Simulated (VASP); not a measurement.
# TaN (P-6m2) in VASP: a series of runs, part 2 of 2

VASP 6.6.1. The steps go on from the part before.

## (4) Single point, PBEsol

File INCAR:

```
SYSTEM = TaN
PREC = Accurate
ENCUT = 520
EDIFF = 1E-6
ISMEAR = 0
SIGMA = 0.5
LREAL = .FALSE.
LASPH = .TRUE.
NELM = 60
ALGO = Normal
ISIF = 2
LWAVE = .FALSE.
LCHARG = .FALSE.
GGA = PS
NBANDS = 15
```

File KPOINTS:

```
regular mesh
0
G
  18 18 14
  0 0 0
```

File POSCAR:

```
TaN
1.0
    2.9257600000      0.0000000000      0.0000000000
   -1.4628800000      2.5337800000      0.0000000000
    0.0000000000      0.0000000000      2.8729500000
Ta N
1 1
Direct
    0.0000000000      1.0000000000      0.5000000000
    0.6666700000      0.3333300000      0.0000000000
```

Run with:

```
> cat potpaw_PBE.64/Ta_pv/POTCAR potpaw_PBE.64/N/POTCAR > POTCAR
> mpirun -np 1 vasp_std > vasp.out
```

It took 1.7 min on 1 thread of Intel Xeon Platinum 8488C (Sapphire Rapids), shared host; peak memory 0.33 GiB.

Results (log left out):

- Free energy: -23.8120 eV
- Pressure: 0.1 GPa
- Band gap on the k mesh: none (metal or under the smearing width)

Stress tensor (GPa, compression positive):
```
 0.22  0.00  0.00
 0.00  0.22  0.00
 0.00  0.00 -0.12
```

Levels at points of the mesh, in eV from the Fermi level:
| k point | band 5 | band 6 | band 7 | band 8 | band 9 | band 10 | band 11 | band 12 |
| --- | --- | --- | --- | --- | --- | --- | --- | --- |
| (0.00, 0.00, 0.00) | -4.67 | -4.67 | -4.35 | -2.99 | 2.25 | 3.59 | 3.59 | 3.99 |
| (0.50, 0.00, 0.00) | -8.44 | -5.33 | -3.61 | -3.25 | 2.97 | 4.06 | 5.21 | 5.34 |
| (0.50, 0.50, 0.00) | -8.44 | -5.33 | -3.61 | -3.25 | 2.97 | 4.06 | 5.21 | 5.34 |
| (0.00, 0.00, 0.50) | -9.52 | -3.84 | -3.84 | -0.17 | -0.17 | 2.40 | 3.28 | 3.28 |
| (0.50, 0.00, 0.50) | -7.47 | -6.31 | -5.82 | -0.39 | 4.18 | 5.40 | 6.11 | 7.14 |
| (0.50, 0.50, 0.50) | -7.47 | -6.31 | -5.82 | -0.39 | 4.18 | 5.40 | 6.11 | 7.14 |

Caveat: the PAW data sets were made with another functional, which shifts forces and pressure a little.

## (5) Single point, PBEsol

Edit INCAR of step 4 so:

```diff
@@ -2,6 +2,6 @@
 PREC = Accurate
-ENCUT = 520
+ENCUT = 900
 EDIFF = 1E-6
 ISMEAR = 0
-SIGMA = 0.5
+SIGMA = 0.1
 LREAL = .FALSE.
```

KPOINTS is that of step 4.

POSCAR is that of step 4.

Potentials or basis: VASP PAW PBE potentials, release 64 (Ta_pv, N_h).

Run with:

```
> cat potpaw_PBE.64/Ta_pv/POTCAR potpaw_PBE.64/N_h/POTCAR > POTCAR
> mpirun -np 1 vasp_std > vasp.out
```

It took 5.4 min on 1 thread of Intel Xeon Platinum 8488C (Sapphire Rapids), shared host; peak memory 0.61 GiB.

The run converged. Its results:

* Free energy: -23.8165 eV
* Pressure: 0.0 GPa
* Band gap on the k mesh: none (metal or under the smearing width)

Levels at points of the mesh, in eV from the Fermi level:
```
           k point  band 4  band 5  band 6  band 7  band 8  band 9  band 10  band 11  band 12  band 13
(0.00, 0.00, 0.00)  -17.80   -4.58   -4.58   -4.25   -2.90    2.34     3.68     3.68     4.07     4.07
(0.50, 0.00, 0.00)  -15.42   -8.35   -5.24   -3.52   -3.16    3.06     4.15     5.31     5.42     7.56
(0.50, 0.50, 0.00)  -15.42   -8.35   -5.24   -3.52   -3.15    3.06     4.15     5.31     5.42     7.56
(0.00, 0.00, 0.50)  -15.04   -9.43   -3.75   -3.75   -0.08   -0.08     2.50     3.37     3.37     8.28
(0.50, 0.00, 0.50)  -15.76   -7.38   -6.22   -5.73   -0.30    4.27     5.49     6.20     7.23    10.34
(0.50, 0.50, 0.50)  -15.76   -7.38   -6.22   -5.73   -0.30    4.27     5.49     6.20     7.23    10.34
```

Caveat: the cutoff is under 1.25 times the usual one of these potentials, so pressure, stress and relaxed cells hold a basis-set (Pulay) error; the PAW data sets were made with another functional, which shifts forces and pressure a little. Spin-orbit coupling is left out, which matters for the levels of Ta.

## (6) Single point, r2SCAN

Edit INCAR of step 5 so:

```diff
@@ -2,3 +2,3 @@
 PREC = Accurate
-ENCUT = 900
+ENCUT = 520
 EDIFF = 1E-6
@@ -13,3 +13,4 @@
 LCHARG = .FALSE.
-GGA = PS
+METAGGA = R2SCAN
+LMIXTAU = .TRUE.
 NBANDS = 15
```

KPOINTS is that of step 5.

POSCAR is that of step 5.

Potentials or basis: VASP PAW PBE potentials, release 64 (Ta_pv, N).

Run with:

```
> cat potpaw_PBE.64/Ta_pv/POTCAR potpaw_PBE.64/N/POTCAR > POTCAR
> mpirun -np 1 vasp_std > vasp.out
```

OUTCAR:

```text
SYSTEM = TaN
   PREC = Accurate
   ENCUT = 520
   EDIFF = 1E-6
   ISMEAR = 0
   LREAL = .FALSE.
   LASPH = .TRUE.
   NELM = 60
   ISIF = 2
   METAGGA = R2SCAN

 ion  position               nearest neighbor table
   1  0.000  0.000  0.500-   2 2.22   2 2.22   2 2.22   2 2.22   2 2.22   2 2.22
   2  0.667  0.333  0.000-   1 2.22   1 2.22   1 2.22   1 2.22   1 2.22   1 2.22

  LATTYP: Found a hexagonal cell.
 ALAT       =     2.9257600000
 C/A-ratio  =     0.9819499891

  Lattice vectors:

 A1 = (   2.9257600000,   0.0000000000,   0.0000000000)
 A2 = (  -1.4628800000,   2.5337800000,   0.0000000000)
 A3 = (   0.0000000000,   0.0000000000,   2.8729500000)

Analysis of symmetry for initial positions (statically):
=====================================================================
 Subroutine PRICEL returns:
 Original cell was already a primitive cell.

 Routine SETGRP: Setting up the symmetry group for a
 hexagonal supercell.

 Subroutine GETGRP returns: Found  4 space group operations
 (whereof  4 operations were pure point group operations)
 out of a pool of 24 trial point group operations.

The static configuration has the point symmetry C_2v.
[... 177 lines left out ...]
      6       3.4642      2.00000
      7       3.8900      2.00000
      8       5.1769      2.00000
      9      10.9278      0.00000
     10      12.1505      0.00000
     11      12.1507      0.00000
     12      12.6395      0.00000
     13      12.6396      0.00000
     14      18.9988      0.00000
[... 401 lines left out ...]
      2     -27.7301      2.00000
      3     -27.5490      2.00000
      4     -10.1181      2.00000
      5       2.3607      2.00000
      6       3.7808      2.00000
      7       4.4389      2.00000
      8       4.5839      2.00000
      9      11.2781      0.00000
     10      12.2559      0.00000
     11      12.3761      0.00000
     12      12.4573      0.00000
     13      13.2156      0.00000
     14      18.9989      0.00000
     15      22.3694      0.00000

 [... further k-points ...]

------------------------ aborting loop because EDIFF is reached ----------------------------------------

  FORCE on cell =-STRESS in cart. coord.  units (eV):
  Direction    XX          YY          ZZ          XY          YZ          ZX
  --------------------------------------------------------------------------------------
  -------------------------------------------------------------------------------------
  Total        0.7254465      0.7254115      0.8634678     -0.0000291      0.0000000      0.0000000
  in kB       54.5733074     54.5706750     64.9562662     -0.0021869      0.0000000      0.0000000
  external PRESSURE =      58.0334162 kB  Pullay stress =       0.0000000 kB

 VOLUME and BASIS-vectors are now :
 -----------------------------------------------------------------------------
  energy-cutoff  :      520.00
  volume of cell :       21.30
      direct lattice vectors                 reciprocal lattice vectors
     2.925760000  0.000000000  0.000000000     0.341791535  0.197333628  0.000000000
    -1.462880000  2.533780000  0.000000000     0.000000000  0.394667256  0.000000000
     0.000000000  0.000000000  2.872950000     0.000000000  0.000000000  0.348074279

 POSITION                                       TOTAL-FORCE (eV/Angst)
 -----------------------------------------------------------------------------------
      0.00000      0.00000      1.43647         0.000208     -0.000120      0.000000
      1.46289      0.84458      0.00000        -0.000208      0.000120      0.000000
 -----------------------------------------------------------------------------------
    total drift:                               -0.000009     -0.000029      0.000000

  FREE ENERGIE OF THE ION-ELECTRON SYSTEM (eV)
  ---------------------------------------------------
  free  energy   TOTEN  =       -60.3897488535 eV

  energy  without entropy=      -60.3895040118  energy(sigma->0) =      -60.38962643
```

stdout:

```text
POSCAR found type information on POSCAR TaN
 POSCAR found :  2 types and       2 ions
 scaLAPACK will be used
 -----------------------------------------------------------------------------
|                                                                             |
|                                                                             |
|     You enforced a specific xc type in the INCAR file but a different       |
|     I HOPE YOU KNOW WHAT YOU ARE DOING!                                     |
|                                                                             |
 -----------------------------------------------------------------------------

 LDA part: xc-table for (None), standard interpolation
 POSCAR, INCAR and KPOINTS ok, starting setup
 FFT: planning ... GRIDC
 FFT: planning ... GRID_SOFT
 FFT: planning ... GRID
 WAVECAR not read
 entering main loop
```

Wall time 9.3 min (1 thread of Intel Xeon Platinum 8488C (Sapphire Rapids), shared host); peak memory 0.35 GiB.

Results:

```
Free energy            : -60.3897 eV
Pressure               : 5.8 GPa
Band gap on the k mesh : none (metal or under the smearing width)
```

Levels at points of the mesh, in eV from the Fermi level:
| k point | band 5 | band 6 | band 7 | band 8 | band 9 | band 10 | band 11 | band 12 |
| --- | --- | --- | --- | --- | --- | --- | --- | --- |
| (0.00, 0.00, 0.00) | -4.88 | -4.88 | -4.45 | -3.16 | 2.59 | 3.81 | 3.81 | 4.30 |
| (0.50, 0.00, 0.00) | -8.68 | -5.52 | -3.66 | -3.43 | 3.27 | 4.23 | 5.55 | 5.62 |
| (0.50, 0.50, 0.00) | -8.68 | -5.52 | -3.66 | -3.43 | 3.27 | 4.23 | 5.55 | 5.62 |
| (0.00, 0.00, 0.50) | -9.80 | -4.01 | -4.01 | -0.08 | -0.08 | 2.41 | 3.66 | 3.67 |
| (0.50, 0.00, 0.50) | -7.70 | -6.51 | -6.01 | -0.49 | 4.56 | 5.58 | 6.21 | 7.59 |
| (0.50, 0.50, 0.50) | -7.70 | -6.51 | -6.01 | -0.49 | 4.56 | 5.58 | 6.21 | 7.59 |

Caveat: the PAW data sets were made with another functional, which shifts forces and pressure a little. The run has no spin-orbit coupling, so splittings on Ta are missing.

## (7) Summary

| level | potentials or basis | k mesh | cutoff (eV) | smearing | gap on the mesh (eV) | pressure (GPa) |
| --- | --- | --- | --- | --- | --- | --- |
| PBEsol | VASP PAW PBE potentials, release 64 (Ta_pv, N) | 18 × 18 × 14 | 700 | gaussian 0.1 eV | none | 0.0 |
| PBEsol | VASP PAW PBE potentials, release 64 (Ta_pv, N) | 24 × 24 × 22 | 520 | gaussian 0.1 eV | none | 0.1 |
| PBEsol | VASP PAW PBE potentials, release 64 (Ta_pv, N) | 18 × 18 × 14 | 520 | gaussian 0.5 eV | none | 0.1 |
| PBEsol | VASP PAW PBE potentials, release 64 (Ta_pv, N_h) | 18 × 18 × 14 | 900 | gaussian 0.1 eV | none | 0.0 |
| r2SCAN | VASP PAW PBE potentials, release 64 (Ta_pv, N) | 18 × 18 × 14 | 520 | gaussian 0.1 eV | none | 5.8 |

Alike in all rows: task single point; no spin polarisation; cell as given.

Caveats: the PAW data sets were made with another functional, which shifts forces and pressure a little; the cutoff is under 1.25 times the usual one of these potentials, so pressure, stress and relaxed cells hold a basis-set (Pulay) error (some runs).

Total energies depend on the potentials used, so only differences within one code and one set of settings carry meaning.
